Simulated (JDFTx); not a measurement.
The system is GaN.

```
Ga N
1.0
     3.18000    0.00000    0.00000
    -1.59000    2.75396    0.00000
     0.00000    0.00000    5.16600
Ga N
2 2
Direct
  0.66667 0.33333 0.50000
  0.33333 0.66667 0.00000
  0.66667 0.33333 0.87500
  0.33333 0.66667 0.37500
```

Base run:

* Program: JDFTx 1.7.0 (patched build)
* Functional: PBE
* Potentials or basis: PseudoDojo-SR-PBE-0.5-standard with smoothed tails
* Cutoff: 1143 eV
* Density cutoff: 9143 eV
* k mesh: 10 × 10 × 5
* Occupations: fermi-dirac, width 0.05 eV
* Spin: no spin polarisation

Its results: band gap on the k mesh 2.01 eV, direct; pressure 7.5 GPa; largest force 0.137 eV/Å.

Q: The run is repeated on the same cell with these changes: functional from PBE to BLYP. What comes out?

A: Band gap on the k mesh 2.06 eV, direct; pressure 13.3 GPa; largest force 0.129 eV/Å.

BLYP binds less tightly than PBE, so the same cell stands under more pressure.

Caveats: an odd mesh through Γ misses points on the zone boundary, where band edges often lie; forces may be off by hundredths of an eV/Å (some runs); the potentials were made for another functional, which shifts forces and pressure (some runs).

Not every run made on this cell is shown here.
